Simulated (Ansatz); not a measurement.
# Ba: the cost of one run

Computed with Ansatz 0.2.0 (DFT PBE, scalar-relativistic, plane waves, PAW, unless a step's input says otherwise).

1 further run of the same task is left out (it didn't finish).

## Step 1: The structure to begin with

It takes space group P6_3/mcm (No. 193, hexagonal). Conventional cell: a = 7.210 Å, b = 7.210 Å, c = 8.764 Å, α = 90.00°, β = 90.00°, γ = 120.00°. Ba (site symmetry m2m) has 4 Ba at 3.84 Å as nearest neighbours.

Structure file:

```cif
data_structure
_symmetry_space_group_name_H-M 'P 1'
_symmetry_Int_Tables_number 1
_cell_length_a 7.2103
_cell_length_b 7.2103
_cell_length_c 8.7639
_cell_angle_alpha 90.000
_cell_angle_beta 90.000
_cell_angle_gamma 120.000
_cell_volume 394.57
loop_
_atom_site_label
_atom_site_type_symbol
_atom_site_fract_x
_atom_site_fract_y
_atom_site_fract_z
_atom_site_occupancy
Ba1 Ba 0.60701 0.00000 0.25000 1
Ba2 Ba 0.00000 0.60701 0.25000 1
Ba3 Ba 0.39299 0.39299 0.25000 1
Ba4 Ba 0.39299 0.00000 0.75000 1
Ba5 Ba 0.00000 0.39299 0.75000 1
Ba6 Ba 0.60701 0.60701 0.75000 1
```

Recipe of the guess: random cell by space group and Wyckoff sites (P6_3/mcm, No. 193). Lengths come from tabulated atomic sizes and are only a guess.

## Step 2: A first look at the guess

input.yaml reads:

```yaml
crystal:
  lattice:
    - [7.21025337, 0.0, 0.0]
    - [-3.60512669, 6.24426259, 0.0]
    - [0.0, 0.0, 8.76389783]
  atoms:
    - { symbol: Ba, position: [0.60700892, 0.0, 0.25] }
    - { symbol: Ba, position: [0.0, 0.60700892, 0.25] }
    - { symbol: Ba, position: [0.39299108, 0.39299108, 0.25] }
    - { symbol: Ba, position: [0.39299108, 0.0, 0.75] }
    - { symbol: Ba, position: [0.0, 0.39299108, 0.75] }
    - { symbol: Ba, position: [0.60700892, 0.60700892, 0.75] }
basis:
  ecutwfc: 420
kpoints:
  mp_grid: { grid: [3, 3, 2] }
hamiltonian:
  xc: pbe
scf:
  occupations: { method: gaussian, width: 0.1 }
  lower_state_search: "off"
output:
  forces: true
  stress: true
  eigenvalues: true
```

Command:

```
ansatz run input.yaml --threads 1 --pin off --max-ram 2560MiB --backend cpu --events-out ev --progress --plain --runs-dir out
```

Q: Estimate wall time and peak memory on 1 thread of Arm Neoverse V2, shared host.

About 4.9 s, with a peak of 0.51 GiB.
